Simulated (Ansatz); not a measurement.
Nb under changes of volume

One of the cells (18.922 Å³/atom); the others are scaled copies at fixed shape and fractional positions:

```
Nb
1.0
     0.00000    2.11500    2.11500
     2.11500    0.00000    2.11500
     2.11500    2.11500    0.00000
Nb
1
Direct
  0.00000 0.00000 0.00000
```

This isn't the form of Nb at room conditions, which is bcc.

| Quantity | Value |
| --- | --- |
| Program | Ansatz 0.2.0 |
| Functional | PBEsol |
| Potentials or basis | Ansatz PAW |
| Cutoff | 420 eV (not typed: the program's choice for these potentials) |
| k mesh | 11 × 11 × 11 |
| Occupations | fermi-dirac, width 0.05 eV |
| Spin | no spin polarisation |

```csv
volume (Å³/atom),energy over the lowest point (meV/atom),pressure (GPa)
17.786,2.52,3.0
18.165,0.00,-0.8
18.543,6.14,-4.3
18.922,?,?
19.300,41.18,-10.2
19.679,68.57,-12.7
20.057,101.62,-15.0
```

**Question.** What does the run at 18.922 Å³/atom give?

**Answer.** Energy over the lowest point 20.13 meV/atom; pressure -7.4 GPa.

Worked out: A Birch-Murnaghan fit of order 3 (a polynomial in V^(-2/3)) to the other rows has its minimum at 18.08 Å³/atom with B0 = V·E''(V) = 180 GPa and B' = 4.1. It gives 20.16 meV/atom at 18.922 Å³/atom, against the run's 20.13, and -dE/dV = -7.5 GPa, against -7.4.

Energies are extrapolated to zero smearing.

Caveats: the PAW data sets come from PBE, with cores solved anew for the run's functional, which leaves a small shift of forces and pressure.
